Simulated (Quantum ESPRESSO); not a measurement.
Crystal: ZnSe (Stilleite).

```
Se Zn
1.0
     0.00000    2.83380    2.83380
     2.83380    0.00000    2.83380
     2.83380    2.83380    0.00000
Se Zn
1 1
Direct
  0.75000 0.75000 0.75000
  0.00000 0.00000 0.00000
```

* Program: Quantum ESPRESSO 7.5
* Task: phonons
* Functional: PBE
* Potentials or basis: Ansatz NC SR PBE
* Cutoff: 1170 eV
* Density cutoff: 4680 eV
* k mesh: 4 × 4 × 4, shifted
* Occupations: fermi-dirac, width 0.05 eV
* Spin: no spin polarisation
* Target pressure: 20 GPa
* Mixing beta: 0.5
* Most SCF iterations: 120
* SCF threshold: 4e-10 Ry

The cell and the atoms were relaxed first at 20 GPa, to 18.98 Å³/atom (a = 3.772 Å, b = 3.772 Å, c = 3.772 Å, α = 60.00°, β = 60.00°, γ = 60.00°), and the response was taken there.

The first run showed a gap, so the response started from a second, tighter run with fixed occupations.

The run gives a transverse optical frequency of 277 cm⁻¹, an electronic dielectric constant of 7.17 and Born charges of ±1.77 e.

Problem. What are the longitudinal frequency and the static dielectric constant?

Solution. The longitudinal mode lies at 304 cm⁻¹, 27 cm⁻¹ over the transverse one, and the static constant is 8.65. The two agree with the Lyddane-Sachs-Teller relation: (304/277)² = 1.20 and 8.65/7.17 = 1.21.

Caveat: the volume moved by over 15 % at a fixed basis, so the end points are rough; the cell is more than 3 GPa from zero pressure, which shifts response properties.
